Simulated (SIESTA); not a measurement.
**BaTiO3 in SIESTA: the effect of functional**

BaTiO3:

```
Ba Ti O
1.0
     4.00600    0.00000    0.00000
     0.00000    4.00600    0.00000
     0.00000    0.00000    4.00600
Ba Ti O
1 1 3
Direct
  0.50000 0.50000 0.50000
  0.00000 0.00000 0.00000
  0.00000 0.00000 0.50000
  0.00000 0.50000 0.00000
  0.50000 0.00000 0.00000
```

Alike in all runs:

* Program: SIESTA 5.4.2
* Task: band structure
* Basis: DZP (energy shift 0.003 Ry; two zetas on semicore shells; d shell added on Ba)
* Grid cutoff: 800 Ry
* Energy shift: 0.003 Ry
* k mesh: 7 × 7 × 7
* Occupations: fermi-dirac, width 0.05 eV
* Spin: no spin polarisation

```csv
functional,potentials or basis,gap on the mesh (eV),pressure (GPa)
PBE,PseudoDojo 0.4 standard (PBE files),?,?
LDA,PseudoDojo 0.4 standard (LDA files),1.68,-7.1
PBEsol,PseudoDojo 0.4 standard (PBEsol files),1.71,-2.4
```

What does the run with functional PBE give?

gap on the mesh 1.74 eV; pressure 3.8 GPa.

Caveats: this set's barium file shifts pressures by up to 1 GPa against other sets; spin-orbit coupling is left out, which moves the levels of the heavy elements; the basis of atomic orbitals isn't converged, which shifts pressures, moduli and gaps.

A k mesh can miss the band edges.
